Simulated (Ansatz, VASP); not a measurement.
One calculation of Ni, two programs

The input INCAR:

```
SYSTEM = Ni
PREC = Accurate
ENCUT = 520
EDIFF = 1E-7
ISMEAR = -1
SIGMA = 0.08
LREAL = .False.
LASPH = .True.
NELM = 150
ALGO = Normal
ISIF = 2
LWAVE = .False.
LCHARG = .False.
ISPIN = 2
MAGMOM = 1.5 1.5
LORBIT = 11
LMAXMIX = 4
NBANDS = 21
```

Contents of KPOINTS:

```
Automatic mesh
0
Gamma
  15 15 8
  0 0 0
```

File POSCAR:

```
Ni
1.0
    2.4480228978      0.0000000000      0.0000000000
   -1.2240114489      2.1200500186      0.0000000000
    0.0000000000      0.0000000000      4.0728075700
Ni
2
Direct
    0.3333333333      0.6666666667      0.2500000000
    0.6666666667      0.3333333333      0.7500000000
```

Input for Ansatz:

```yaml
crystal:
  lattice:
    - [2.4480228978, 0.0, 0.0]
    - [-1.2240114489, 2.1200500186, 0.0]
    - [0.0, 0.0, 4.07280757]
  atoms:
    - { symbol: Ni, position: [0.3333333333, 0.6666666667, 0.25], spin: 1.5 }
    - { symbol: Ni, position: [0.6666666667, 0.3333333333, 0.75], spin: 1.5 }
magnetization:
  spin_polarized: true
kpoints:
  mp_grid: { grid: [15, 15, 8] }
scf:
  occupations: { method: fermi_dirac, width: 0.08 }
hamiltonian:
  xc: lda
  pseudopotentials: { kind: all_electron, lapw: { basis_error: 0.01 } }
output:
  forces: true
  stress: true
  eigenvalues: true
```

Alike in both runs: task single point; functional LDA; k mesh 15 × 15 × 8; occupations fermi-dirac, width 0.08 eV; collinear spin.

```csv
,VASP,Ansatz
version,VASP 6.6.1,Ansatz 0.2.0
potentials or method,"VASP PAW LDA potentials, release 64 (Ni)","all-electron LAPW, scalar-relativistic"
plane-wave cutoff (eV),520,see its input
```

```csv
,VASP,Ansatz,Ansatz less VASP
pressure (GPa),-10.7,-10.8,-0.06
largest component of the traceless stress (GPa),2.33,2.27,-0.060
net moment per atom (μB),0.61,0.63,+0.021
size of the moment on the site where the two differ most (μB),0.61,0.65,+0.037
```

Site moments also hang on the region over which each program counts them. Ansatz ran all-electron here, so the differences hold the error of VASP's frozen core and of both bases.
